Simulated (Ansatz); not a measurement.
# Be: the cost of one run

Program: Ansatz 0.2.0. Level of theory: DFT PBE, scalar-relativistic. These are calculated values, not measurements.

## 1. Starting point

The structure is cubic, space group Im-3m (No. 229). Conventional cell: a = 2.506 Å, b = 2.506 Å, c = 2.506 Å, α = 90.00°, β = 90.00°, γ = 90.00°. Be (site symmetry m-3m) has 8 Be at 2.17 Å as nearest neighbours.

As a file:

```
Be
1.0
    -1.25312    1.25312    1.25312
     1.25312   -1.25312    1.25312
     1.25312    1.25312   -1.25312
Be
1
Direct
  0.00000 0.00000 0.00000
```

The cell is one relaxed in the Materials Project, used as it stands.

## 2. Volume × 0.9405, LAPW

Contents of input.yaml:

```yaml
crystal:
  lattice:
    - [-1.2277574868, 1.2277574868, 1.2277574868]
    - [1.2277574868, -1.2277574868, 1.2277574868]
    - [1.2277574868, 1.2277574868, -1.2277574868]
  atoms:
    - { symbol: Be, position: [0.0, 0.0, 0.0] }
kpoints:
  mp_grid: { grid: [23, 23, 23] }
scf:
  occupations: { method: fermi_dirac, width: 0.03 }
hamiltonian:
  xc: pbe
  pseudopotentials: { kind: all_electron, lapw: { basis_error: 0.00025 } }
output:
  forces: true
  stress: true
  eigenvalues: true
```

Command:

```
$ ansatz run input.yaml --threads 1 --pin off --max-ram 2048MiB --backend cpu --events-out ev --progress --plain --runs-dir out
```

**Question.** How long does this run take on 1 thread of Arm Neoverse V2, shared host, and how much memory does it need?

About 5 s, with a peak of 0.24 GiB.
